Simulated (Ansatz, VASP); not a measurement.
One calculation of LiF3, two programs

```xyz
4
Lattice="-2.2160 2.2160 2.2160 2.2160 -2.2160 2.2160 2.2160 2.2160 -2.2160" Properties=species:S:1:pos:R:3 pbc="T T T"
Li    0.0000    0.0000    0.0000
F     2.2160    0.0000    0.0000
F     0.0000    2.2160    0.0000
F     0.0000    0.0000    2.2160
```

Alike in both runs: functional PBE; k mesh 6 × 6 × 6; occupations gaussian, width 0.1 eV; collinear spin.

Ansatz relaxed the structure, and its values are those at the end. VASP's run is a single point on that final structure, the one shown.

```csv
,VASP,Ansatz
version,VASP 6.6.1,Ansatz 0.2.0
potentials or method,"VASP PAW PBE potentials, release 64 (Li_sv, F)","scalar-relativistic, plane waves, PAW"
plane-wave cutoff (eV),520,420
valence electrons in the cell,24,24
```

|  | VASP | Ansatz | Ansatz less VASP |
| --- | --- | --- | --- |
| gap on the k mesh at the Fermi level (eV) | none | none | - |
| net moment per atom (μB) | 0.50 | 0.50 | 0.000 |
| size of the moment on the site where the two differ most (μB) | 0.63 | 0.67 | +0.040 |

Site moments also hang on the region over which each program counts them. A gap of «none» marks a metal or a gap that the smearing closes.
